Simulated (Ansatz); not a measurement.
A run of Ansatz 0.2.0:

File input.yaml:

```yaml
crystal:
  lattice:
    - [0.0, 1.78337, 1.78337]
    - [1.78337, 0.0, 1.78337]
    - [1.78337, 1.78337, 0.0]
  atoms:
    - { symbol: C, position: [0.75, 0.75, 0.75] }
    - { symbol: C, position: [0.5, 0.5, 0.5] }
kpoints:
  mp_grid: { grid: [13, 13, 13] }
  band_path:
    path:
      - [0.0, 0.0, 0.0]
      - [0.5, 0.0, 0.5]
      - [0.5, 0.25, 0.75]
      - [0.375, 0.375, 0.75]
      - [0.0, 0.0, 0.0]
      - [0.5, 0.5, 0.5]
      - [0.625, 0.25, 0.625]
      - [0.5, 0.25, 0.75]
    npoints: 6
scf:
  occupations: { method: fermi_dirac, width: 0.05 }
hamiltonian:
  xc: pbesol
  pseudopotentials:
    kind: all_electron
    lapw: { basis_error: 0.001 }
    relativity: none
output:
  forces: true
  stress: true
  eigenvalues: true
```

Potentials or basis: all-electron LAPW, non-relativistic.

Run with:

```console
$ ansatz run input.yaml --threads 1 --pin off --max-ram 3072MiB --backend cpu --events-out ev --progress --plain --runs-dir out
```

Hardware: 1 thread of Arm Neoverse V1, on a shared host.

Problem. How long does it take, and how much memory?

Solution. Run time: 6.4 s on 1 thread of Arm Neoverse V1, on a shared host, peak memory 0.24 GiB. Counts: scf iterations 5, plane waves 259, k points 84, bands 10.
